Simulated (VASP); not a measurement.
Data:

```
Li2O
1.0
    0.00000     2.31000     2.31000
    2.31000     0.00000     2.31000
    2.31000     2.31000     0.00000
Li O
2 1
Direct
  0.25000   0.25000   0.25000
  0.75000   0.75000   0.75000
  0.00000   0.00000   0.00000
```

The numbers are results of PBE GGA, VASP's PBE PAW potentials (set 64) (plane waves; VASP 6.6.1), not measurements. Numerical set-up: 520 eV cut-off, 8×8×8 Γ-centred mesh, Gaussian smearing of 0.010 eV, potentials Li_sv O.

**Question.** Give the electronic dielectric tensor ε∞ (DFPT, local fields included).

**Answer.** 
```
2.92  0.00  0.00
0.00  2.92  0.00
0.00  0.00  2.92
```

**Question.** Give the Born effective charges.

**Answer.** 
```json
[
 {"atom": "Li1", "Z*xx": "0.90", "Z*yy": "0.90", "Z*zz": "0.90", "mean": "0.90"},
 {"atom": "Li2", "Z*xx": "0.90", "Z*yy": "0.90", "Z*zz": "0.90", "mean": "0.90"},
 {"atom": "O3", "Z*xx": "-1.81", "Z*yy": "-1.81", "Z*zz": "-1.81", "mean": "-1.81"}
]
```

**Question.** And the static tensor with the ions free?

**Answer.** 
```
7.53  0.00  0.00
0.00  7.53  0.00
0.00  0.00  7.53
```

**Question.** Which frequencies do the optical Γ-point modes have (no LO-TO splitting)?

**Answer.** 436 (×3), 525 (×3) cm⁻¹.

The compound is Li2O in the antifluorite structure. The cell was not relaxed at this level.
